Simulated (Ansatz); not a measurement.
Rocksalt MgO, relaxed with r2SCAN in Ansatz: space group Fm-3m (No. 225), cubic; a = 4.204 Å in the conventional setting, 9.29 Å³ an atom. Mg is surrounded by 6 O at 2.10 Å; O is surrounded by 6 Mg at 2.10 Å. It was then strained (epitaxial in the xy plane), atoms relaxed again within the symmetry left. Unstrained, HSE06 gives 6.541 eV (Γ, 8×8×8 mesh), and the band edges keep their places in every row. The normal direction was relaxed to zero stress. Only one sign of strain is shown, since it lowers the symmetry, and equivalent edge states can then move with another slope on the other side. Stress is positive in compression. (Simulation; spin polarisation is off.)

Axes as in this cell:
```
Mg O
1.0
     0.00000    2.10217    2.10217
     2.10217    0.00000    2.10217
     2.10217    2.10217    0.00000
Mg O
1 1
Direct
  0.00000 0.00000 0.00000
  0.50000 0.50000 0.50000
```

| strain (%) | ε | ΔE_g, HSE06 (eV) | Δσ_xx, r2SCAN (GPa) |
| --- | --- | --- | --- |
| -4.0 | -0.0400 | +0.459 | +17.94 |
| -3.0 | -0.0300 | +0.348 | +12.63 |
| -1.0 | -0.0100 | +0.117 | +3.70 |
| -0.34 | -0.0034 | +0.040 | +1.21 |

Q: Fit ΔE_g = a x + b x² to these rows by least squares, with x = ε.

A: The normal equations take Σx² = 2.612e-03, Σx³ = -9.204e-05, Σx⁴ = 3.380e-06, ΣxΔE = -3.011e-02 and Σx²ΔE = 1.060e-03, and give a = -11.85 eV, b = -9.3 eV; the largest residual is 0.001 eV.

Q: Fit the change of σ_xx in the same way.

A: Δσ_xx = -342.1 x + (2654) x² GPa. The slope, 342 GPa, is the biaxial modulus of the film.

Q: Predict the withheld row at -2.0 % (x = -0.0200).

A: ΔE_g ≈ -11.85 × (-0.0200) + (-9.3) × (-0.0200)² = +0.233 eV, and Δσ_xx ≈ +7.90 GPa. The runs give +0.234 eV and +7.90 GPa, off by +0.001 eV and 0.00 GPa.
